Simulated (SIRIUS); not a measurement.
Runs of SIRIUS 7.12.0 on As. It takes space group R-3m (No. 166, trigonal). The conventional cell has a = 3.762 Å, b = 3.762 Å, c = 10.542 Å, α = 90.00°, β = 90.00°, γ = 120.00°. As (site symmetry 3m) has 3 As at 2.51 Å as nearest neighbours. 

```csv
task,level,spin,k mesh,cutoff (eV),muffin tin radii,basis cutoff (gk_cutoff),local orbitals (radial functions),reference energy of the basis,smallest sphere radius times basis cutoff,V0 of scaled cells (Å³/atom),B0 (GPa)
equation of state,PBE+D3(BJ),off,7 × 7 × 7,184,As 2.28 bohr,3.68 1/bohr,-,-,-,21.64,76
equation of state,PBE+D4,off,7 × 7 × 7,184,As 2.28 bohr,3.68 1/bohr,-,-,-,21.64,(a)
equation of state,PBE+D3,off,7 × 7 × 7,184,As 2.28 bohr,3.68 1/bohr,-,-,-,22.14,73
equation of state,PBE,off,7 × 7 × 7,184,As 2.28 bohr,3.68 1/bohr,-,-,-,22.57,(b)
```

Alike in all rows: potentials or basis all-electron FP-LAPW, apw+lo standard; cell as given; smearing fermi-dirac 0.05 eV.

Task: Estimate the missing entries.

Result: (a) 77; (b) 69.

Caveats: the cell was scaled at fixed shape and fractional positions, which overstates the stiffness of a crystal with free parameters, most of all of layers and chains.
